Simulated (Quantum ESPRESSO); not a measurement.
## Ge: equation of state with r2SCAN

**Measured values to compare with.**

“Sub-monolayer structures of Ag overlayers on Ge(111): experimental observations and first-principles study”, 2019, arxiv:1908.00180 quotes, for a bulk crystal of Ge: bulk modulus 75.8 GPa.

Ge:

```
CELL_PARAMETERS angstrom
0.00000 2.82891 2.82891
2.82891 0.00000 2.82891
2.82891 2.82891 0.00000
ATOMIC_POSITIONS crystal
Ge 0.75000 0.75000 0.75000
Ge 0.50000 0.50000 0.50000
```

```yaml
Program: Quantum ESPRESSO 7.5
Task: equation of state
Functional: r2SCAN
Potentials_or_basis: SG15 PBE 1.2
Cutoff: 952 eV
Density_cutoff: 3810 eV
k_mesh: 6 × 6 × 6
Occupations: fermi-dirac, width 0.05 eV
Spin: no spin polarisation
```

* Equilibrium volume: 22.21 Å³/atom
* Bulk modulus: 72 GPa
* Pressure derivative of the bulk modulus: 3.4

Energy against volume, from the lowest point:
```
volume (Å³/atom)  energy (meV/atom)
          21.281               9.31
          21.733               2.33
          22.186               0.00
          22.639               1.69
          23.092               7.27
          23.545              16.37
          23.997              28.56
```

All runs of the series together: 25 min on 4 threads of AMD EPYC 7R43 64-Core Processor (Zen 3) (shared host).

A measured bulk modulus of Ge is 75.8 GPa (quoted in “Sub-monolayer structures of Ag overlayers on Ge(111): experimental observations and first-principles study”, 2019, arxiv:1908.00180); the calculated 72 GPa misses it by -5.2 %. The fit is for a static lattice scaled at fixed shape and fixed fractional positions.

Caveat: the potentials were made for another functional, which shifts forces and pressure.
